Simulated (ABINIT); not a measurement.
Runs of ABINIT 10.8.3 (patched build) on ZnS (Wurtzite-2H). Symmetry: P6_3mc, No. 186, hexagonal system. The conventional cell has a = 3.811 Å, b = 3.811 Å, c = 6.234 Å, α = 90.00°, β = 90.00°, γ = 120.00°. Zn (site symmetry 3m) has 4 S at 2.31 to 2.40 Å as nearest neighbours. S (site symmetry 3m) has 4 Zn at 2.31 to 2.40 Å as nearest neighbours. 

| task | level | k mesh | cutoff (eV) | fine-grid cutoff | mesh quality | gap on the mesh (eV) | pressure (GPa) | largest force (eV/Å) |
| --- | --- | --- | --- | --- | --- | --- | --- | --- |
| single point | PBE | 5 × 5 × 3 | 544 | 1088.46 eV | not flagged | (a) | - | 0.32 |
| single point | r2SCAN | 3 × 3 × 2 | 653 | 1251.72 eV | coarse | 2.78 | - | (b) |
| band structure | PBE | 6 × 6 × 4 | 599 | 1197.3 eV | not flagged | 2.24 | 2.1 | 0.32 |
| single point | PBE | 8 × 8 × 5 | 599 | 1197.3 eV | not flagged | 2.24 | 2.1 | 0.32 |
| single point | PBEsol | 3 × 3 × 2 | 544 | 1088.46 eV | coarse | 2.08 | - | 0.35 |

Alike in all rows: potentials or basis JTH PAW PBE v2.0; no spin polarisation; cell as given; smearing fermi-dirac 0.05 eV.

Task: Fill in the values left out.

Result: (a) 2.23; (b) 0.37.

Caveats: some runs use coarse meshes; an odd mesh through Γ misses points on the zone boundary, where band edges often lie (some runs); the PAW data sets were made with another functional, which shifts forces and pressure a little (some runs).

Not every run made on this cell is shown here.
